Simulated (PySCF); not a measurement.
Species: CHF3.
SMILES with atom numbers: `[F:1][CH:2]([F:3])[F:4]` (hydrogens: H5 on C2)

Computed with PySCF 2.14.0, PBE0-D3(BJ)/def2-SVP geometry optimisation, gas phase.

Give the optimised bond lengths and angles.

```json
{"bond": "F1–C2, C2–F3, C2–F4", "length (bohr)": "2.509"}
{"bond": "C2–H5", "length (bohr)": "2.085"}
```

Bonds in one row agree within 0.02 bohr and their mean is given. A selection of angles:
```json
{"angle": "F1–C2–F3", "degrees": "108.7"}
{"angle": "F1–C2–H5", "degrees": "110.3"}
```

All 3 C–F bonds measure 1.327 to 1.328 Å.

Point group: C3v (tolerance 0.08 Å). Not checked by PBE0-D3(BJ)/def2-SVP frequencies.

Time: 9.3 s of wall time; peak memory 0.28 GiB. Hardware: an Intel Xeon Platinum 8259CL at 2.50 GHz with one thread, no GPU, on a shared host. This is the geometry optimisation.
